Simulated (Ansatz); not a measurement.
TePb, 2 atoms in the cell. It takes space group Pm-3m (No. 221, cubic). The conventional cell has a = 4.002 Å, b = 4.002 Å, c = 4.002 Å, α = 90.00°, β = 90.00°, γ = 90.00°. Pb (site symmetry m-3m) has 8 Te at 3.47 Å as nearest neighbours. Te (site symmetry m-3m) has 8 Pb at 3.47 Å as nearest neighbours. Measurements of this composition are mostly on another form, of space group No. 225.

| Quantity | Value |
| --- | --- |
| Program | Ansatz 0.2.0 |
| Task | relaxation of cell and atoms |
| Functional | revPBE |
| Dispersion | D3(BJ) |
| Potentials or basis | all-electron LAPW, scalar-relativistic |
| Basis error allowed | 0.001 eV/atom |
| k mesh | 7 × 7 × 7 |
| Occupations | fermi-dirac, width 0.05 eV |
| Spin | no spin polarisation |

Potentials or basis: all-electron LAPW, scalar-relativistic.

Launch:

```bash
$ ansatz run input.yaml --threads 1 --pin off --max-ram 3072MiB --backend cpu --events-out ev --progress --plain --runs-dir out
```

Hardware: 1 thread of Intel(R) Xeon(R) Processor @ 2.50GHz (Skylake/Cascade Lake), on a shared host.

Problem. How long does it take, and how much memory?

Solution. Wall time 61 s on 1 thread of Intel(R) Xeon(R) Processor @ 2.50GHz (Skylake/Cascade Lake) (shared host), peak memory 0.33 GiB. Counts: scf iterations 35, plane waves 305, k points 20, bands 36, ion steps 5.
